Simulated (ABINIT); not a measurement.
Mo:

```xyz
1
Lattice="-1.5838 1.5838 1.5838 1.5838 -1.5838 1.5838 1.5838 1.5838 -1.5838" Properties=species:S:1:pos:R:3 pbc="T T T"
Mo    0.0000    0.0000    0.0000
```

Program: ABINIT 10.8.3 (patched build). Alike in all runs: cell as given; smearing fermi-dirac 0.05 eV.

**Question.** Order these runs on this cell by their pressure, lowest first.
A. level LDA; potentials or basis JTH PAW LDA v2.0; spin off; k mesh 7 × 7 × 7; cutoff (eV) 408; fine-grid cutoff 816.342 eV; mesh quality coarse
B. level PW91; potentials or basis JTH PAW PBE v2.0; spin off; k mesh 12 × 12 × 12; cutoff (eV) 408; fine-grid cutoff 816.342 eV; mesh quality not flagged
C. level PBEsol; potentials or basis PseudoDojo NC SR PBEsol v0.4 stringent; spin off; k mesh 12 × 12 × 12; cutoff (eV) 1088; mesh quality not flagged
D. level SCAN; potentials or basis JTH PAW PBE v2.0; spin off; k mesh 12 × 12 × 12; cutoff (eV) 490; fine-grid cutoff 979.61 eV; mesh quality not flagged
E. level WC; potentials or basis JTH PAW PBE v2.0; spin SOC, no magnetisation; k mesh 12 × 12 × 12; cutoff (eV) 408; fine-grid cutoff 816.342 eV; mesh quality not flagged

**Answer.** A (-13.1 GPa), C (-9.4 GPa), E (-7.4 GPa), D (-4.9 GPa), B (-1.3 GPa).

Caveats: some runs use coarse meshes; the PAW data sets were made with another functional, which shifts forces and pressure a little (some runs).
